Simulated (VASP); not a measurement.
Wanted: the native input for a VASP 6.6.1 run.

```
Task                   : single point
Functional             : LDA
Potentials or basis    : VASP PAW LDA potentials, release 64 (Cs_sv, Sn_d, Br)
Cutoff                 : 520 eV
k mesh                 : 3 × 3 × 3
Occupations            : gaussian, width 0.01 eV
Spin                   : no spin polarisation
Dipole correction      : no
Further INCAR settings : ALGO = Normal; EDIFF = 1e-06; NBANDS = 30
```

The structure of CsSnBr3 lies in POSCAR:

```
CsSnBr3
1.0
    5.8390060000      0.0000000000      0.0000000000
    0.0000000000      5.8390060000      0.0000000000
    0.0000000000      0.0000000000      5.8390060000
Cs Sn Br
1 1 3
Direct
    0.0000000000      0.0000000000      0.0000000000
    0.5000000000      0.5000000000      0.5000000000
    0.5000000000      0.0000000000      0.5000000000
    0.5000000000      0.5000000000      0.0000000000
    0.0000000000      0.5000000000      0.5000000000
```

The cell is a database's computed one.

One way to write it, as run:

INCAR

```
SYSTEM = CsSnBr3
ALGO     = Normal         ! electronic algorithm
EDIFF    = 1E-6           ! SCF threshold, eV
ENCUT    = 520            ! plane-wave cutoff, eV
ISIF     = 2              ! what is computed and relaxed
ISMEAR   = 0              ! smearing method
LASPH    = .True.         ! aspherical terms in the spheres
LCHARG   = .False.        ! write CHGCAR
LREAL    = .False.        ! projectors in reciprocal space
LWAVE    = .False.        ! write WAVECAR
NBANDS   = 30             ! bands
NELM     = 100            ! most SCF steps
PREC     = Accurate       ! precision mode
SIGMA    = 0.01           ! smearing width, eV
```

KPOINTS

```
k-points
0
Gamma
  3 3 3
  0 0 0
```

Potentials or basis: VASP PAW LDA potentials, release 64 (Cs_sv, Sn_d, Br).

Command:

```sh
$ cat potpaw_LDA.64/Cs_sv/POTCAR potpaw_LDA.64/Sn_d/POTCAR potpaw_LDA.64/Br/POTCAR > POTCAR
$ mpirun -np 1 vasp_std > vasp.out
```

It gave:

```json
{
  "Pressure": "-2.3 GPa",
  "Band gap on the k mesh": "3.22 eV, direct"
}
```

Caveat: spin-orbit coupling is left out, which moves the levels of the heavy elements; an odd mesh through Γ misses points on the zone boundary, where band edges often lie.

It took 20 s on 1 thread of Intel(R) Xeon(R) Platinum 8488C (Sapphire Rapids) (shared host), peak memory 0.26 GiB.
